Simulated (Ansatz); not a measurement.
MoP:

```
CELL_PARAMETERS angstrom
3.22300 0.00000 0.00000
-1.61150 2.79120 0.00000
0.00000 0.00000 3.19100
ATOMIC_POSITIONS crystal
Mo 0.00000 0.00000 0.00000
P 0.33333 0.66667 0.50000
```

| Property | Result |
| --- | --- |
| Program | Ansatz 0.2.0 |
| Task | relaxation of cell and atoms |
| Functional | HSE03 |
| Potentials or basis | Ansatz PAW |
| Cutoff | 420 eV (not typed: the program's choice for these potentials) |
| k mesh | 5 × 5 × 4 |
| Occupations | fermi-dirac, width 0.05 eV |
| Spin | no spin polarisation |

At the start: volume 14.35 Å³/atom.

How do energy, volume and symmetry change on relaxing?

It ends after 5 steps and the volume is 14.09 Å³/atom (-1.8 %); space group P-6m2 (No. 187, to 0.05 Å).

Step by step:
| step | energy change (eV) | largest force (eV/Å) | volume (Å³) |
| --- | --- | --- | --- |
| 1 | 0.0000 | 0.0000 | 28.71 |
| 2 | -0.0114 | 0.0000 | 28.25 |
| 3 | -0.0116 | 0.0000 | 28.18 |
| 4 | -0.0116 | 0.0000 | 28.18 |
| 5 | -0.0115 | 0.0000 | 28.18 |

Final structure:
```xyz
2
Lattice="3.1844 0.0000 0.0000 -1.5922 2.7578 0.0000 0.0000 0.0000 3.2086" Properties=species:S:1:pos:R:3 pbc="T T T"
Mo    0.0000    0.0000    0.0000
P     0.0000    1.8385    1.6043
```

Caveat: the k mesh is coarse (spacing up to 0.49 Å⁻¹), so the values aren't converged, least of all with exact exchange; the plane-wave basis is chosen anew once the cell has moved, so the energies of steps on either side of that aren't comparable; the PAW data sets come from PBE, with cores solved anew for the run's functional, which leaves a small shift of forces and pressure.
